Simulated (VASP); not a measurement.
Here is a VASP 6.6.1 calculation.

File INCAR:

```
  PREC = Accurate
  ENCUT = 520
  EDIFF = 1E-6
  ISMEAR = 0
  SIGMA = 0.02
  LREAL = F
  LASPH = T
  NELM = 60
  ALGO = Fast
  ISIF = 2
  LWAVE = F
  LCHARG = F
  GGA = CA
  NBANDS = 46
  KPAR = 2
```

Contents of KPOINTS:

```
regular mesh
0
Gamma
  6 6 6
```

POSCAR

```
CdGeAs2
1.0
   -2.9888745628      2.9888745628      5.6642966801
    2.9888745628     -2.9888745628      5.6642966801
    2.9888745628      2.9888745628     -5.6642966801
Cd As Ge
2 4 2
Direct
    0.5000000000      0.5000000000      0.0000000000
    0.2500000000      0.7500000000      0.5000000000
    0.0962175700      0.1250000000      0.4712175700
    0.3750000000      0.9037824300      0.0287824300
    0.6537824300      0.6250000000      0.5287824300
    0.8750000000      0.3462175700      0.9712175700
    0.7500000000      0.2500000000      0.5000000000
    0.0000000000      0.0000000000      0.0000000000
```

File KPOINTS_OPT:

```
path GXYSGZS1NPY1Z,XP
15
line-mode
reciprocal
 0.0000000000  0.0000000000  0.0000000000  G
 0.0000000000  0.0000000000  0.5000000000  X

 0.0000000000  0.0000000000  0.5000000000  X
-0.1392173611  0.1392173611  0.5000000000  Y

-0.1392173611  0.1392173611  0.5000000000  Y
-0.3196086806  0.3196086806  0.3196086806  S

-0.3196086806  0.3196086806  0.3196086806  S
 0.0000000000  0.0000000000  0.0000000000  G

 0.0000000000  0.0000000000  0.0000000000  G
 0.5000000000  0.5000000000 -0.5000000000  Z

 0.5000000000  0.5000000000 -0.5000000000  Z
 0.3196086806  0.6803913194 -0.3196086806  S1

 0.3196086806  0.6803913194 -0.3196086806  S1
 0.0000000000  0.5000000000  0.0000000000  N

 0.0000000000  0.5000000000  0.0000000000  N
 0.2500000000  0.2500000000  0.2500000000  P

 0.2500000000  0.2500000000  0.2500000000  P
 0.5000000000  0.5000000000 -0.1392173611  Y1

 0.5000000000  0.5000000000 -0.1392173611  Y1
 0.5000000000  0.5000000000 -0.5000000000  Z

 0.0000000000  0.0000000000  0.5000000000  X
 0.2500000000  0.2500000000  0.2500000000  P
```

Potentials or basis: VASP PAW LDA potentials, release 64 (Cd, As, Ge_d).

Command:

```bash
$ cat potpaw_LDA.64/Cd/POTCAR potpaw_LDA.64/As/POTCAR potpaw_LDA.64/Ge_d/POTCAR > POTCAR
$ mpirun -np 2 vasp_std > vasp.out
```

Question: Predict the largest force.

Answer: 0.212 eV/Å.

Question: Estimate the band gap along the path.

Answer: 0.02 eV, indirect (least direct gap 0.05 eV).

Question: What does it give for the pressure?

Answer: -2.3 GPa.

Question: What does it give for the band gap on the k mesh?

Answer: 0.19 eV, indirect (least direct gap 0.22 eV).

Stress tensor (GPa, compression positive):
```
-2.35  0.00  0.00
 0.00 -2.35  0.00
 0.00  0.00 -2.10
```

Caveat: the mesh misses the band edges, which the band path finds closer together.

**What was measured.**

From a printed reference work, data compilation, original work of 1975, for a bulk crystal of CdGeAs2 at 300 K: band gap 0.57 eV (direct).

Measured gap of CdGeAs2: 0.57 eV (direct; 300 K; a printed reference work, data compilation, original work of 1975). This calculation gives 0.02 eV (-0.55 eV). Spin-orbit coupling on As, Cd, Ge is left out. The value is that of LDA, without temperature or zero-point motion. Semilocal functionals fall short of measured gaps as a rule. The cell is a database's relaxed one, not the measured one, which moves gaps too.
